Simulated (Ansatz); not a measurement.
Zone-centre phonons of TaN at 22 GPa: input and output

Method: Ansatz 0.2.0, DFT LDA, scalar-relativistic, plane waves, PAW.

Launched with:
```bash
ansatz run input.yaml --threads 1 --pin off --max-ram 3072MiB --backend cpu --events-out ev --progress --plain --runs-dir out
```

Input (bare energies are in eV):
```yaml
crystal:
  lattice:
    - [2.8189008218, 0.0, 0.0]
    - [-1.4094504109, 2.4412397224, 0.0]
    - [0.0, 0.0, 5.7323702827]
  atoms:
    - { symbol: Ta, position: [0.0, 0.0, 0.0] }
    - { symbol: Ta, position: [0.0, 0.0, 0.5] }
    - { symbol: "N", position: [0.3333333333, 0.6666666667, 0.25] }
    - { symbol: "N", position: [0.6666666667, 0.3333333333, 0.75] }
basis:
  ecutwfc: 420
kpoints:
  mp_grid: { grid: [18, 18, 8] }
hamiltonian:
  xc: lda
scf:
  occupations: { method: fermi_dirac, width: 0.15 }
output:
  eigenvalues: true
phonons:
  method: dfpt
  eigenvectors: true
```

Results section of the output:
```
--- Phonons (Γ-DFPT): 4 representative perturbations + reference, on 695 of 2592 k-points (Σ response iterations 13) ---
  k mesh reduced under 2 symmetry operations, with k and −k counted as one. Each operation leaves every solved perturbation unchanged. A smaller set is not used because it would not reduce the number of displacements ...
  ASR residual: 5.331e-4 → 0.000e0 eV/Å²; symmetrization residual: 3.388e-6 eV/Å²
  ASR residual per site (eV/Å²): 5.33e-4 5.33e-4 1.23e-4 1.23e-4
  Γ frequencies (cm⁻¹): 0.00 0.00 0.00 165.08 165.08 287.40 478.96 478.96 563.95 563.95 586.75 653.72
  non-analytic LO–TO correction: not included (Born effective charges unavailable; polar crystals: no LO–TO splitting at Γ)
```

It took 9.4 min on 1 thread of Intel(R) Xeon(R) Processor @ 2.50GHz (Skylake/Cascade Lake) (shared host), peak memory 2 GiB.

In a metal, frequencies and elastic constants depend on the k mesh and the smearing, soft modes and shear constants most. Spin–orbit coupling is left out, which can shift energies with elements as heavy as these. Other phases may be more stable at this pressure.

This form isn't the usual stable structure of the compound at low pressure.